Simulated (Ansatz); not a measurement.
## Ru (P6_3/mmc), generalised stacking fault

Level of theory: DFT PBE, scalar-relativistic, plane waves, PAW (Ansatz). The runs took a 420 eV cutoff, a Γ-centred 21×14×7 mesh and Gaussian smearing (0.15 eV). No spin polarisation. Energies are free energies at this smearing, counted from the undisturbed cell; pressure is positive in compression.

Reference structure (relaxed at this level):

```
Ru
1.0
     1.36001   -2.35561    0.00000
     0.00000    0.00000   -4.29677
     8.16008    4.71122    0.00000
Ru
8
Direct
  0.50000 0.75000 0.83333
  0.00000 0.75000 0.08333
  0.50000 0.75000 0.33333
  0.00000 0.75000 0.58333
  0.00000 0.25000 0.91667
  0.50000 0.25000 0.16667
  0.00000 0.25000 0.41667
  0.50000 0.25000 0.66667
```

The cut lies on the cell's a–b face, a (1 0 0) plane (indices in the standard cell, whose axes needn't be the Cartesian ones shown) of area 11.69 Å², between layers 1.57 Å apart. Vector c is tilted by f times 1·a + 0·b (length 2.720 Å) with the atoms' Cartesian places fixed: one unrelaxed fault a cell. The cell is metallic on the mesh throughout.

| f | γ (mJ/m²) |
| --- | --- |
| 0.0000 | 0 |
| 0.1000 | 250 |
| 0.2000 | 855 |
| 0.3000 | 1455 |
| 0.4000 | 1770 |
| 0.5000 | 1837 |

Predict the shear traction, the slope of γ along the slip (GPa) at each point.

| f | shear traction, the slope of γ along the slip (GPa) |
| --- | --- |
| 0.0000 | 0.0 |
| 0.1000 | 17.5 |
| 0.2000 | 24.6 |
| 0.3000 | 17.6 |
| 0.4000 | 6.0 |
| 0.5000 | 0.0 |

Cost: 6 runs of about 12 core-minutes in all, on Intel Xeon Platinum 8488C (Sapphire Rapids) (shared hosts).